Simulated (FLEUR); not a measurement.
MgS (Niningerite): equation of state with r2SCAN

Crystal: MgS (Niningerite).

```
CELL_PARAMETERS angstrom
0.00000 2.60165 2.60165
2.60165 0.00000 2.60165
2.60165 2.60165 0.00000
ATOMIC_POSITIONS crystal
S 0.50000 0.50000 0.50000
Mg 0.00000 0.00000 0.00000
```

| Quantity | Value |
| --- | --- |
| Program | FLEUR MaX-R8.1 (later development tree) |
| Task | equation of state |
| Functional | r2SCAN |
| Potentials or basis | all-electron |
| Basis | FLAPW |
| Kmax | 4.43 1/bohr |
| k mesh | 9 × 9 × 9 |
| Occupations | fermi-dirac, width 0.05 eV |
| Spin | no spin polarisation |

```
Equilibrium volume : 17.61 Å³/atom
Bulk modulus       : 80 GPa
```

Energy against volume, from the lowest point:
```csv
volume (Å³/atom),energy (meV/atom)
16.553,17.48
16.905,7.56
17.609,0.00
18.314,6.61
18.666,14.32
```

Caveat: the meta-GGA is that of a development version, with a GGA for the radial functions and cores and without core tails.
